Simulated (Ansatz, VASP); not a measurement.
**One calculation of Os, two programs**

INCAR

```
SYSTEM = Os
PREC = Accurate
ENCUT = 600
EDIFF = 1E-6
ISMEAR = 0
SIGMA = 0.1
LREAL = .False.
LASPH = .True.
NELM = 60
ALGO = Normal
ISIF = 3
LWAVE = .False.
LCHARG = .False.
GGA = PS
IBRION = 2
NSW = 80
EDIFFG = -0.01
```

Contents of KPOINTS:

```
regular mesh
0
Gamma
  20 20 20
  0 0 0
```

POSCAR

```
Os
1.0
   -1.5306484302      1.5306484302      1.5306484302
    1.5306484302     -1.5306484302      1.5306484302
    1.5306484302      1.5306484302     -1.5306484302
Os
1
Direct
    0.0000000000      0.0000000000      0.0000000000
```

Input for Ansatz:

```yaml
crystal:
  lattice:
    - [-1.5306484302, 1.5306484302, 1.5306484302]
    - [1.5306484302, -1.5306484302, 1.5306484302]
    - [1.5306484302, 1.5306484302, -1.5306484302]
  atoms:
    - { symbol: Os, position: [0.0, 0.0, 0.0] }
basis:
  ecutwfc: 420
kpoints:
  mp_grid: { grid: [20, 20, 20] }
hamiltonian:
  xc: pbesol
scf:
  occupations: { method: gaussian, width: 0.1 }
output:
  forces: true
  stress: true
  eigenvalues: true
relax:
  adjacent_minimum: "off"
  f_tol: 0.01
  max_steps: 60
  cell: { stress_tol: 0.1 }
```

Alike in both runs: task relaxation of cell and atoms; functional PBEsol; k mesh 20 × 20 × 20; occupations gaussian, width 0.1 eV; no spin polarisation.

|  | VASP | Ansatz |
| --- | --- | --- |
| version | VASP 6.6.1 | Ansatz 0.2.0 |
| potentials or method | VASP PAW PBE potentials, release 64 (Os) | scalar-relativistic, plane waves, PAW |
| plane-wave cutoff (eV) | 600 | 420 |
| valence electrons in the cell | 8 | 16 |

VASP gave:

```
gap on the k mesh at the Fermi level, each at its own relaxed structure (eV) : none
relaxed volume (Å³/atom)                                                     : 14.38
relaxed cell length with the largest relative difference (Å)                 : 2.653
```

Problem. Estimate Ansatz's values.

Solution. gap on the k mesh at the Fermi level, each at its own relaxed structure (eV): none; relaxed volume (Å³/atom): 14.35; relaxed cell length with the largest relative difference (Å): 2.652.

A gap of «none» marks a metal or a gap that the smearing closes. The two sets of potentials don't hold the same shells in valence.

Caveats: the PAW data sets were made with another functional, which shifts forces and pressure a little (VASP). Spin-orbit coupling is left out, which matters for the levels of Os.
